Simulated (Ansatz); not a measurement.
## Au: strain energy, fitted

Au, Fm-3m, a = 4.084 Å. Ansatz: PBEsol, PAW, 420 eV, Γ-centred 18×18×14 mesh on 2 atoms, Gaussian smearing 0.10 eV; no spin polarisation. Series: equal strain along all axes, cell held, atoms fixed by symmetry; x is the strain in per cent. y is the free energy over the unstrained cell, V0 = 17.026 Å³/atom.

```tsv
x (%)	y (meV/atom)
-3.0	85.59
-2.0	35.88
-1.0	?
0.0	0.00
1.0	8.38
2.0	31.13
3.0	66.27
```

Task: Fit y = c2 x² + c3 x³ to the other rows, turn c2 into a modulus, and predict the missing energy.

Result: Least squares on the rows shown. y = 8.4283 x² − 0.35267 x³. In eV per unit strain² c2 is 84.28; the stiffness is B for this strain (E = 9/2 B V0 ε², shape held): 2 × 84.28 × 160.2 / (9 × 17.026) = 176 GPa. The unstrained cell keeps some stress along the strain, worth a slope of 0.45 meV/atom per %, which the form leaves out. At x = -1.0 the fit asked for gives 8.78 meV/atom. The run gave 8.31 meV/atom, so the fit is 0.47 meV/atom too high, within twice the rms miss on the fitted rows (0.35 meV/atom).

Spin–orbit coupling is left out, which can shift energies with elements as heavy as these.